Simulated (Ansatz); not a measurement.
Crystal: CoO.

```
Co O
1.0
    -1.50800    1.50800    2.10725
     1.50800   -1.50800    2.10725
     1.50800    1.50800   -2.10725
Co O
1 1
Direct
  0.00000 0.00000 0.00000
  0.50000 0.50000 0.00000
```

Base run:

- Program: Ansatz 0.2.0
- Functional: PBE
- Potentials or basis: all-electron LAPW, scalar-relativistic
- Cutoff: 369 eV
- Density cutoff: 1475 eV
- Basis error allowed: 0.001 eV/atom
- k mesh: 12 × 12 × 12
- Occupations: fermi-dirac, width 0.05 eV
- Spin: collinear spin, ferromagnetic start
- Starting moments: [2.0, 0.0] μB

Its results: pressure 0.0 GPa; net moment 2.91 μB per cell; site moments Co +2.58; O +0.31 μB.

Question: The run is repeated on the same cell with these changes: functional from PBE to LDA. What comes out?

Answer: Pressure -17.9 GPa; net moment 2.85 μB per cell; site moments Co +2.49; O +0.33 μB.

LDA binds more tightly than PBE, so the same cell stands under less pressure.

Caveats: a cell with one magnetic atom can't hold antiferromagnetic order, which such compounds often take.

Not every run made on this cell is shown here.
